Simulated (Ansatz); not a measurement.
Crystal: Cl.

```xyz
4
Lattice="3.1450 -2.2500 0.0000 3.1450 2.2500 0.0000 0.0000 0.0000 8.2100" Properties=species:S:1:pos:R:3 pbc="T T T"
Cl    3.1450    0.5850    3.2840
Cl    3.1450    1.6650    7.3890
Cl    3.1450   -0.5850    4.9260
Cl    3.1450   -1.6650    0.8210
```

* Program: Ansatz 0.2.0
* Task: relaxation of cell and atoms
* Functional: PBE
* Potentials or basis: Ansatz PAW earlier set
* Cutoff: 660 eV (not typed: the program's choice for these potentials)
* k mesh: 7 × 7 × 4
* Occupations: fermi-dirac, width 0.05 eV
* Spin: no spin polarisation

At the start: volume 29.05 Å³/atom.

Problem. How do energy, volume and symmetry change on relaxing?

Solution. It ends after 13 steps and the volume is 35.54 Å³/atom (+22.3 %); space group Cmce (No. 64, to 0.05 Å).

The path:
| step | energy change (eV) | largest force (eV/Å) | volume (Å³) |
| --- | --- | --- | --- |
| 1 | 0.0000 | 0.0996 | 116.19 |
| 2 | -0.0420 | 0.0327 | 122.61 |
| 3 | -0.0630 | 0.0305 | 129.95 |
| 4 | -0.0744 | 0.1382 | 132.51 |
| 5 | -0.0825 | 0.0042 | 136.34 |
| 6 | -0.0850 | 0.0069 | 138.52 |
| 7 | -0.0851 | 0.0100 | 139.35 |
| 8 | -0.0852 | 0.0101 | 139.99 |
| 9 | -0.0882 | 0.0150 | 139.99 |
| 10 | -0.0882 | 0.0012 | 139.99 |
| 11 | -0.0884 | 0.0016 | 141.78 |
| 12 | -0.0885 | 0.0022 | 142.16 |
| 13 | -0.0885 | 0.0023 | 142.16 |

Final structure:
```
Cl
1.0
     3.96762   -2.14450    0.00000
     3.96762    2.14450    0.00000
     0.00000    0.00000    8.35396
Cl
4
Direct
  0.38724 0.61276 0.39344
  0.11276 0.88724 0.89344
  0.61276 0.38724 0.60656
  0.88724 0.11276 0.10656
```

Caveat: the volume moved by over 15 % at a fixed basis, so the end points are rough; the plane-wave basis is chosen anew once the cell has moved, so the energies of steps on either side of that aren't comparable.
